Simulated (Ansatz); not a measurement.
# GaP: the cost of one run

Method: DFT PBEsol, scalar-relativistic, plane waves, PAW, in Ansatz 0.2.0.

### 1 Starting point

It takes space group F-43m (No. 216, cubic). Conventional cell: a = 5.452 Å, b = 5.452 Å, c = 5.452 Å, α = 90.00°, β = 90.00°, γ = 90.00°. Around Ga (site symmetry -43m) lie 4 P at 2.36 Å. Around P (site symmetry -43m) lie 4 Ga at 2.36 Å.

Coordinates:

```cif
data_structure
_symmetry_space_group_name_H-M 'F-43m'
_symmetry_Int_Tables_number 216
_cell_length_a 5.4516
_cell_length_b 5.4516
_cell_length_c 5.4516
_cell_angle_alpha 90.000
_cell_angle_beta 90.000
_cell_angle_gamma 90.000
_cell_volume 162.02
loop_
_atom_site_label
_atom_site_type_symbol
_atom_site_symmetry_multiplicity
_atom_site_Wyckoff_symbol
_atom_site_fract_x
_atom_site_fract_y
_atom_site_fract_z
_atom_site_occupancy
Ga1 Ga 4 a 0.00000 0.00000 0.00000 1
P1 P 4 d 0.25000 0.25000 0.75000 1
```

The structure comes from the Materials Project (structure only).

(A quick probe on a coarse mesh, which set the mesh and smearing, is not shown.)

### 3 Relaxing cell and atoms

File input.yaml:

```yaml
crystal:
  lattice:
    - [0.0, 2.7258124945, 2.7258124945]
    - [2.7258124945, 0.0, 2.7258124945]
    - [2.7258124945, 2.7258124945, 0.0]
  atoms:
    - { symbol: Ga, position: [0.0, 0.0, 0.0] }
    - { symbol: P, position: [0.25, 0.25, 0.25] }
basis:
  ecutwfc: 420
kpoints:
  mp_grid: { grid: [8, 8, 8] }
hamiltonian:
  xc: pbesol
scf:
  occupations: { method: gaussian, width: 0.02 }
output:
  forces: true
  stress: true
  eigenvalues: true
relax:
  adjacent_minimum: "off"
  f_tol: 0.005
  max_steps: 80
  cell: { stress_tol: 0.05 }
```

Started as:

```bash
$ ansatz run input.yaml --threads 1 --pin off --max-ram 2560MiB --backend cpu --events-out ev --progress --plain --runs-dir out
```

**Question.** How long does this run take on 1 thread of Intel Xeon Platinum 8488C (Sapphire Rapids), shared host, and how much memory does it need?

About 8.2 s, with a peak of 0.38 GiB.
